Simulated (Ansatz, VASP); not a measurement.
**P: VASP beside Ansatz**

Aim: how closely do two programs agree when they are given the same cell, functional and k mesh? The cell is taken from a series of runs on this material, whose earlier steps may have relaxed, scaled, displaced or heated it; both programs get it as it stands.

Method: plane waves, with VASP 6.6.1 beside it; PBE and r2SCAN, in Ansatz 0.2.0.

### Step 1. The structure

The cell holds 4 atoms: 4 P. Cell: a = 4.439 Å, b = 3.297 Å, c = 27.400 Å, α = 90.0°, β = 90.0°, γ = 90.0°. It derives from P. Vacuum lies along c.

### Step 2. Ansatz: single point, PBE

Ansatz runs on its default PAW (the set named soft_2) files.

A single point takes one fixed geometry, so differences don't come from the geometry; what else differs is listed under the comparison.

input.yaml reads:

```yaml
crystal:
  lattice:
    - [4.4390622987, 0.0, 0.0]
    - [0.0, 3.2970572555, 0.0]
    - [0.0, 0.0, 27.4]
  atoms:
    - { symbol: P, position: [0.4175124655, 0.3983795, 0.4612794121] }
    - { symbol: P, position: [0.0824875345, 0.8983795, 0.4612794121] }
    - { symbol: P, position: [0.9175124655, 0.8983795, 0.5387205879] }
    - { symbol: P, position: [0.5824875345, 0.3983795, 0.5387205879] }
  periodic: [true, true, false]
kpoints:
  mp_grid: { grid: [4, 6, 1] }
  band_path:
    path: [[0, 0, 0], [0.5, 0, 0], [0.5, 0.5, 0], [0, 0.5, 0], [0, 0, 0]]
    npoints: 10
hamiltonian:
  xc: pbe
scf:
  occupations: { method: fermi_dirac, width: 0.02 }
  n_extra_bands: 5
output:
  eigenvalues: true
  write_density: true
  write_potential: true
  elf: true
  volumetric_format: npy
```

Started as:

```bash
$ ansatz run input.yaml --threads 2 --pin off --max-ram 92160MiB --backend cuda --devices 1 --max-vram 13GiB --events-out ev --progress --plain --runs-dir out
```

Numbers of over 12 decimals in the logs are rounded to 6 here.

The log of the run:

```text
scf.n_extra_bands = 5 over 10 filled bands (N_el = 20.0): the run solves 15 bands
GPUs: using 1 of 1 available (devices: 1).
Engine: ansatz 0.2.0, x86_64-unknown-linux-gnu
Pseudopotentials: kind: paw
Pseudopotential: P, paw, valence charge 5, recommended cutoff 420 eV (normal), P.paw.azcp
Functional definition: PBE
  parameter kappa = 0.804
  parameter beta = 0.066725
  exchange = pbe_x(kappa = kappa, mu = beta*pi^2/3)
  correlation = pbe_c(beta = beta)
device memory: the entry about to start is reckoned to put 1.8 GiB on a device that reports 61.8 GiB free (of which the cap on the GPU budget leaves the run 13.0 GiB)
GPU FFT provider: cuFFT
GPU libraries: cuBLAS 13.8.2, cuFFT 12.4.0, cuSOLVER 12.3.4
Crystal: 4 atoms, lattice volume = 401.022 Å³
Basis set: ecut = 420 eV, 7891 PW (Γ)
Bands: 15, of which v1, the nominal top of the filled ones, is band 10 counted from 1 (9 counted from 0)
Symmetry: 8 space group operations
Space group: Pmna (ITA 53), of the structure as read, at distance tolerance 7.4e-5 Å
k-points: 12 of 24
Non-local potential: P, projectors of the file, l = 0: 2, l = 1: 2, l = 2: 2
PAW form: soft (Blöchl's): semilocal exchange-correlation on the pseudo side does not see the compensation charge
PAW one-centre angular grid: P, 110 points (default); XC on 64 Gauss nodes
Initial density: superposition of atomic densities (neutral atoms: chi_scale 0, normalization atom), corrected by the library's trained network
Initial wavefunctions: pseudopotential atomic-orbital guess
GPU buffer pool allocated for 138240 grid points (all kernels)
GPU transforms: local potential and band sums: pruned to the plane-wave sphere, on 30×24×192
Functional: x = pbe(κ = 0.804, μ = 0.219515), c = pbe(β = 0.066725)
SCF iter   1: F=—  HF=-3022.614362 eV  |F-HF|=—  |Δ(HF+E_count)|=         —  Δρ=1.20e-3  dr2=7.73e-3  ethr=1.77e-3  ⟨swp⟩=14.0  Hψ=1981  notcnv=0
preconditioner: auto → Resta (q_TF=auto, 1.655 Å⁻¹)  ε∞=1.8  [insulator: Δε(μ)=0.733 eV  Ē_g=9.225 eV  σ=0.020 eV  W_gap=1.00  n_scr=28 (ndim 8)  ℏωp=8.3 eV  f_vac=0.756  D(μ)=0.00/eV (n_scr^D=0)  ε∞_Penn≈1.8  vacuum switching on, ρ_ref=6.2e-3 e/Å³]
SCF iter   2: F=—  HF=-3022.613556 eV  |F-HF|=—  |Δ(HF+E_count)|=   8.06e-4  Δρ=4.94e-4  dr2=7.30e-4  ethr=3.86e-5  ⟨swp⟩=4.0  Hψ=624  notcnv=0
SCF iter   3: F=—  HF=-3022.613612 eV  |F-HF|=—  |Δ(HF+E_count)|=   5.64e-5  Δρ=2.33e-4  dr2=1.31e-4  ethr=3.65e-6  ⟨swp⟩=2.9  Hψ=360  notcnv=0
SCF iter   4: F=—  HF=-3022.613689 eV  |F-HF|=—  |Δ(HF+E_count)|=   7.70e-5  Δρ=4.82e-5  dr2=8.26e-6  ethr=6.53e-7  ⟨swp⟩=2.8  Hψ=366  notcnv=0
SCF iter   5: F=—  HF=-3022.613717 eV  |F-HF|=—  |Δ(HF+E_count)|=   2.80e-5  Δρ=1.04e-5  dr2=2.96e-7  ethr=4.13e-8  ⟨swp⟩=3.1  Hψ=386  notcnv=0
SCF iter   6: F=-3022.613717 eV  HF=-3022.613717 eV  |F-HF|=1.00e-8  |Δ(HF+E_count)|=   3.13e-7  Δρ=1.48e-6  dr2=1.52e-8  ethr=5.00e-10  ⟨swp⟩=7.2  Hψ=944  notcnv=0
SCF 1 converged in 6 iterations: F = -3022.613717 eV  dr2 = 1.52e-8
  greatest PAW one-centre occupation: 0.810 electrons in one spin orbital (limit 2), on the P atom at site 3 (counted from 0), in its partial waves of l = 0
device memory: the entry about to start is reckoned to put 3.1 GiB on a device that reports 57.8 GiB free (of which the cap on the GPU budget leaves the run 13.0 GiB)
NSCF: frozen V_eff on 41 k-points, pencils in batches of 32, up to order 68
WARN: The output density's exchange-correlation potential varies sharply where the density is thin. Do not read a vacuum level from v_tot or v_xc, or from such a field of the output density. On a cell that repeats whose density bears no net charge and no dipole along the vacuum's axis use v_es (v_loc + v_h of the components); under efield.dipole_correction with no amplitude use v_es + v_field, which holds any externa [...]
SCF converged after 6 iterations
Free energy (F): -3022.613717 eV
Harris-Foulkes:  -3022.613717 eV  (|F-HF|=1.00e-8)
Internal energy: -3022.613717 eV  (E = F + TS)
E sigma→0 (E₀):  -3022.613717 eV
Fermi energy:    -4.542745 eV
--- Per-component energies (eV) ---
  E_band       = -222.447700
  E_kinetic    = 280.171460
  E_local      = -13766.537606  (includes V_loc(G=0)·N_el)
  E_nonlocal   = 135.764520
  E_hartree    = 6699.928145
  E_xc         = -244.903425
  E_vxc        = -241.557142  (∫ρ·V_xc dr)
  E_paw        = -2277.353005  (= ΣΔE_a)
  E_vpaw       = -30.140847  (= ΣTr[D̂ρ^β])
  E_aug_tail   = 0.000013  (compensation charges beyond the density's cutoff)
  E_ewald      = 6150.316180
  E_smearing   = -0.000000  (= −TS)
  E_closure    = -0.000000  (closes the sum)
  Σ components = -3022.613717   (vs F -3022.613717, Δ=0.00e0)
--- Band table (eV; the first three rows and the last of 12) ---
  k-point 0: bands = [... 6 lower, -8.3929, -6.7819, -6.6937, -4.9103, -4.1752, -3.3683, -2.2179, -1.4739, ... 1 higher]
  k-point 1: bands = [... 6 lower, -9.3176, -7.7697, -6.6430, -5.0575, -3.8578, -2.8779, -1.0945 (-1.0945°), -0.7369, ... 1 higher]
  k-point 2: bands = [... 6 lower, -8.5110, -7.7091, -6.7835, -5.8922, -3.9358, -3.0046, -2.7301, -2.2375, ... 1 higher]
  k-point 11: bands = [... 6 lower, -9.7737, -9.7737, -6.2132, -6.2132, -2.5123, -2.5123, -0.6680, -0.6680, ... 1 higher]
  ° read free of the cell's end (the report's vacuum.weakly_bound_levels)
```

### Step 3. VASP: single point, PBE

The same cell, functional, mesh and smearing now go to VASP, with its own data sets.

Lines of VASP's logs that name or quote its potential files are left out, and so is its time.

INCAR reads:

```
SYSTEM = P
PREC = Accurate
ENCUT = 400
EDIFF = 1E-06
NELM = 120
ISMEAR = -1
SIGMA = 0.02
LREAL = .FALSE.
ALGO = Normal
GGA = PE
NBANDS = 16
LORBIT = 11
LWAVE = .FALSE.
LCHARG = .FALSE.
ISIF = 2
LDIPOL = .TRUE.
IDIPOL = 3
DIPOL = 0.5 0.5 0.5
LVHAR = .TRUE.
LASPH = .TRUE.
GGA_COMPAT = .FALSE.
EFERMI = MIDGAP
NELMDL = -8
```

POSCAR reads:

```
P
1.0
    4.4390622987      0.0000000000      0.0000000000
    0.0000000000      3.2970572555      0.0000000000
    0.0000000000      0.0000000000     27.4000000000
P
4
Direct
    0.4175124655      0.3983795000      0.4612794121
    0.0824875345      0.8983795000      0.4612794121
    0.9175124655      0.8983795000      0.5387205879
    0.5824875345      0.3983795000      0.5387205879
```

KPOINTS reads:

```
Automatic mesh
0
Gamma
4 6 1
0 0 0
```

Potentials, in the order of the species: P (PBE family, release 64).

Started as:

```bash
$ mpirun -np 1 vasp_std
```

The log of the run:

```text
[banner, memory and clock lines left out]
running    1 mpi-ranks, on    1 nodes
 distrk:  each k-point on    1 cores,    1 groups
 distr:  one band on    1 cores,    1 groups

 POSCAR found type information on POSCAR P
 POSCAR found :  1 types and       4 ions
 LDA part: xc-table for (Slater+PW92), standard interpolation
 POSCAR, INCAR and KPOINTS ok, starting setup
 FFT: planning ... GRIDC
 FFT: planning ... GRID_SOFT
 FFT: planning ... GRID
 WAVECAR not read
 entering main loop
       N       E                     dE             d eps       ncg     rms          rms(c)
DAV:   1     0.132470074662E+03    0.13247E+03   -0.53868E+03   384   0.688E+02
DAV:   2    -0.521230240631E+01   -0.13768E+03   -0.12841E+03   616   0.144E+02
DAV:   3    -0.212744622969E+02   -0.16062E+02   -0.16002E+02   528   0.615E+01
DAV:   4    -0.216282775980E+02   -0.35382E+00   -0.35287E+00   544   0.115E+01
DAV:   5    -0.216378487166E+02   -0.95711E-02   -0.95679E-02   600   0.168E+00
DAV:   6    -0.216381164661E+02   -0.26775E-03   -0.26774E-03   584   0.238E-01
DAV:   7    -0.216381224882E+02   -0.60221E-05   -0.60221E-05   584   0.309E-02
DAV:   8    -0.216381226262E+02   -0.13796E-06   -0.13802E-06   512   0.394E-03    0.103E+01
DAV:   9    -0.214984863057E+02    0.13964E+00   -0.82973E-02   480   0.152E+00    0.608E+00
DAV:  10    -0.214317110013E+02    0.66775E-01   -0.15793E-01   512   0.212E+00    0.308E-01
DAV:  11    -0.214304801888E+02    0.12308E-02   -0.11760E-02   504   0.674E-01    0.139E-01
DAV:  12    -0.214302301413E+02    0.25005E-03   -0.59220E-04   624   0.146E-01    0.982E-02
DAV:  13    -0.214298485355E+02    0.38161E-03   -0.31078E-04   528   0.853E-02    0.635E-02
DAV:  14    -0.214297190345E+02    0.12950E-03   -0.12955E-04   520   0.517E-02    0.274E-02
[...]
DAV:  18    -0.214303364370E+02   -0.78591E-04   -0.85763E-06   440   0.107E-02    0.536E-03
DAV:  19    -0.214303798578E+02   -0.43421E-04   -0.25881E-06   456   0.664E-03    0.330E-03
DAV:  20    -0.214304101157E+02   -0.30258E-04   -0.91536E-07   376   0.363E-03    0.989E-04
DAV:  21    -0.214304327873E+02   -0.22672E-04   -0.70394E-07   392   0.264E-03    0.242E-03
DAV:  22    -0.214304424929E+02   -0.97056E-05   -0.29797E-07   408   0.200E-03    0.341E-04
DAV:  23    -0.214304497063E+02   -0.72134E-05   -0.31679E-07   384   0.174E-03    0.117E-03
DAV:  24    -0.214304510785E+02   -0.13722E-05   -0.38097E-08   368   0.917E-04    0.208E-04
DAV:  25    -0.214304514189E+02   -0.34037E-06   -0.71137E-09   328   0.383E-04
   1 F= -.21430451E+02 E0= -.21430451E+02  d E =-.455720E-09
```

Parts of OUTCAR (step 3):

```text
ion  position               nearest neighbor table
   1  0.418  0.398  0.461-   2 2.22   2 2.22   4 2.24
   2  0.082  0.898  0.461-   1 2.22   1 2.22   3 2.24
   3  0.918  0.898  0.539-   4 2.22   4 2.22   2 2.24
   4  0.582  0.398  0.539-   3 2.22   3 2.22   1 2.24

  LATTYP: Found a simple orthorhombic cell.
 ALAT       =     3.2970572555
 B/A-ratio  =     1.3463710074
 C/A-ratio  =     8.3104410620

 Subroutine GETGRP returns: Found  8 space group operations
 (whereof  2 operations were pure point group operations)

The static configuration has the point symmetry C_2 .
 The point group associated with its full space group is D_2h.

 Found     12 irreducible k-points:

   k-points           NKPTS =     12   k-points in BZ     NKDIM =     12   number of bands    NBANDS=     16

   dimension x,y,z NGX =    30 NGY =   24 NGZ =  180
   dimension x,y,z NGXF=    60 NGYF=   48 NGZF=  360

   ENCUT  =  400.0 eV  29.40 Ry    5.42 a.u.   7.24  5.38 44.68*2*pi/ulx,y,z

   NELECT =      20.0000    total number of electrons

 k-points in reciprocal lattice and weights: Automatic mesh
   0.00000000  0.00000000  0.00000000       0.042
   0.25000000  0.00000000  0.00000000       0.083
   0.50000000  0.00000000  0.00000000       0.042
   0.00000000  0.16666667  0.00000000       0.083
   0.25000000  0.16666667  0.00000000       0.167
   0.50000000  0.16666667  0.00000000       0.083
   0.00000000  0.33333333  0.00000000       0.083
   0.25000000  0.33333333  0.00000000       0.167
   0.50000000  0.33333333  0.00000000       0.083
   0.00000000  0.50000000  0.00000000       0.042
   0.25000000  0.50000000  0.00000000       0.083
   0.50000000  0.50000000  0.00000000       0.042

 dipolmoment           0.000000      0.000000      0.000000 electrons x Angstroem

 average (electrostatic) potential at core
       1 -91.8112       2 -91.8112       3 -91.8112       4 -91.8112

 E-fermi :  -2.4492

 k-point     1 :       0.0000    0.0000    0.0000
  band No.  band energies     occupation
    ...
      6      -7.3721      2.00000
      7      -6.2810      2.00000
      8      -4.6906      2.00000
      9      -4.5819      2.00000
     10      -2.8250      2.00000
     11      -2.0734      0.00000
     12      -1.2493      0.00000
     13      -0.0885      0.00000
     14       0.6355      0.00000
     15       1.5316      0.00000
    ...

 k-point     2 :       0.2500    0.0000    0.0000
  band No.  band energies     occupation
    ...
      6      -6.1815      2.00000
      7      -6.0236      2.00000
      8      -4.7784      2.00000
      9      -4.2837      2.00000
     10      -3.4090      2.00000
     11      -1.0526      0.00000
     12      -0.7441      0.00000
     13      -0.6788      0.00000
     14       0.3481      0.00000
     15       2.0081      0.00000
    ...

 k-point     3 :       0.5000    0.0000    0.0000
  band No.  band energies     occupation
    ...
      6      -5.9248      2.00000
      7      -5.3816      2.00000
      8      -5.3816      2.00000
      9      -3.8616      2.00000
     10      -3.8616      2.00000
     11      -0.7167      0.00000
     12      -0.7167      0.00000
     13       0.6563      0.00000
     14       0.6563      0.00000
     15       0.7793      0.00000
    ...

  Total        0.9555476      1.1108229      0.0273615      0.0000000      0.0000000      0.0000000
  in kB        3.8176367      4.4379981      0.1093158      0.0000000      0.0000000      0.0000000
  external PRESSURE =       2.7883169 kB  Pullay stress =       0.0000000 kB

  energy-cutoff  :      400.00
  volume of cell :      401.02
      direct lattice vectors                 reciprocal lattice vectors
     4.439062299  0.000000000  0.000000000     0.225272801  0.000000000  0.000000000
     0.000000000  3.297057255  0.000000000     0.000000000  0.303300769  0.000000000
     0.000000000  0.000000000 27.400000000     0.000000000  0.000000000  0.036496350

 POSITION                                       TOTAL-FORCE (eV/Angst)
 -----------------------------------------------------------------------------------
      1.85336      1.31348     12.63906        -0.018507      0.000000     -0.008450
      0.36617      2.96201     12.63906         0.018507      0.000000     -0.008450
      4.07289      2.96201     14.76094        -0.018507      0.000000      0.008450
      2.58570      1.31348     14.76094         0.018507      0.000000      0.008450
 -----------------------------------------------------------------------------------
    total drift:                               -0.000000      0.000010     -0.000002

  FREE ENERGIE OF THE ION-ELECTRON SYSTEM (eV)
  ---------------------------------------------------
  free  energy   TOTEN  =       -21.4304514189 eV

  energy  without entropy=      -21.4304514184  energy(sigma->0) =      -21.43045142

 vacuum level on the upper side and lower side of the slab         2.082         2.082

 total charge
# of ion       s       p       d       tot
------------------------------------------
    1        1.081   1.386   0.000   2.466
    2        1.081   1.386   0.000   2.466
    3        1.081   1.386   0.000   2.466
    4        1.081   1.386   0.000   2.466
--------------------------------------------------
tot          4.322   5.542   0.000   9.865

[... 3 further parts left out ...]
```

### Step 4. Comparison

Known differences besides the potentials themselves: Ansatz cuts the interaction across the vacuum, VASP repeats the sheet with a dipole correction (LDIPOL); the cutoff is 420 eV in Ansatz and 400 eV in VASP. Total energies have different zeros and are not compared.

Compared:

| quantity | Ansatz | VASP | difference |
| --- | --- | --- | --- |
| gap on the k mesh (eV) | 0.735 | 0.752 | -0.017 |

A gap on the mesh is an upper bound, since the band edges may lie between its points. Where the cell holds vacuum, a pressure given here is an average over it and none of the material.

[end of part 1 of 2]

[Lines on the potential files, build, host, timing and source positions are cut from VASP's logs without a mark.]

[Logs are printed without paths, hosts, clocks, repeated set-up lines and the standing remarks that a program may print on its own settings, such as how far it seeks lower states.]

[Hosts, paths, dates, database ids (printed as entryN), source tags and the programs' standing remarks are cut or masked in the printed files.]
